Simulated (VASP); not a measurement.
Write the native input for VASP 6.6.1 that does the following.

| Quantity | Value |
| --- | --- |
| Task | single point |
| Functional | LDA |
| Potentials or basis | VASP PAW LDA potentials, release 64 (Tl_d) |
| Cutoff | 520 eV |
| k mesh | 11 × 11 × 6 |
| Occupations | gaussian, width 0.03 eV |
| Spin | no spin polarisation |
| Dipole correction | no |
| Further INCAR settings | ALGO = Normal; EDIFF = 1e-07; NBANDS = 20 |

The structure of Tl lies in POSCAR:

```
Tl
1.0
    3.4014029632      0.0000000000      0.0000000000
   -1.7007014816      2.9457013746      0.0000000000
    0.0000000000      0.0000000000      5.4430041633
Tl
2
Direct
    0.3333333333      0.6666666667      0.2500000000
    0.6666666667      0.3333333333      0.7500000000
```

The input as run:

INCAR

```
PREC = Accurate
ENCUT = 520
EDIFF = 1E-7
ISMEAR = 0
SIGMA = 0.03
LREAL = False
LASPH = True
NELM = 100
ALGO = Normal
ISIF = 2
LWAVE = False
LCHARG = False
GGA = CA
NBANDS = 20
```

KPOINTS

```
regular mesh
0
Gamma
  11 11 6
```

Potentials or basis: VASP PAW LDA potentials, release 64 (Tl_d).

Launch:

```bash
$ cat potpaw_LDA.64/Tl_d/POTCAR > POTCAR
$ mpirun -np 1 vasp_std > vasp.out
```

It gave:

* Pressure: 0.0 GPa
* Band gap on the k mesh: none (metal or under the smearing width)

Run time: 22 s on 1 thread of Intel(R) Xeon(R) 6975P-C (Granite Rapids), on a shared host, peak memory 0.19 GiB.
